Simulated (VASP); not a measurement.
Sn:

```
CELL_PARAMETERS angstrom
0.00000 3.23334 3.23334
3.23334 0.00000 3.23334
3.23334 3.23334 0.00000
ATOMIC_POSITIONS crystal
Sn 0.75000 0.75000 0.75000
Sn 0.50000 0.50000 0.50000
```

This isn't the form of Sn at room conditions, which is tetragonal (white tin).

| Item | Value |
| --- | --- |
| Program | VASP 6.6.1 |
| Task | relaxation of cell and atoms |
| Functional | PBE |
| Dispersion | D3(BJ) |
| Potentials or basis | VASP PAW PBE potentials, release 64 (Sn_d) |
| Cutoff | 600 eV |
| k mesh | 6 × 6 × 6 |
| Occupations | fermi-dirac, width 0.05 eV |
| Spin | no spin polarisation |

At the start: pressure 2.2 GPa; volume 33.80 Å³/atom.

Problem. Where does the relaxation end?

Solution. Over 3 steps the energy falls by 11.4 meV/atom and the volume is 35.52 Å³/atom (+5.1 %); space group Fd-3m (No. 227, to 0.05 Å).

The path:
| step | energy change (eV) | largest force (eV/Å) | pressure (GPa) | volume (Å³) |
| --- | --- | --- | --- | --- |
| 1 | 0.0000 | 0.0000 | 2.23 | 67.61 |
| 2 | -0.0202 | 0.0000 | -0.66 | 72.30 |
| 3 | -0.0228 | 0.0000 | 0.00 | 71.05 |

Final structure:
```yaml
crystal:
  lattice:
    - [0.00000, 3.28732, 3.28732]
    - [3.28732, 0.00000, 3.28732]
    - [3.28732, 3.28732, 0.00000]
  atoms:
    - { symbol: Sn, position: [0.75000, 0.75000, 0.75000] }
    - { symbol: Sn, position: [0.50000, 0.50000, 0.50000] }
```

Caveat: pairwise dispersion overbinds metals, which lowers pressure and volume.
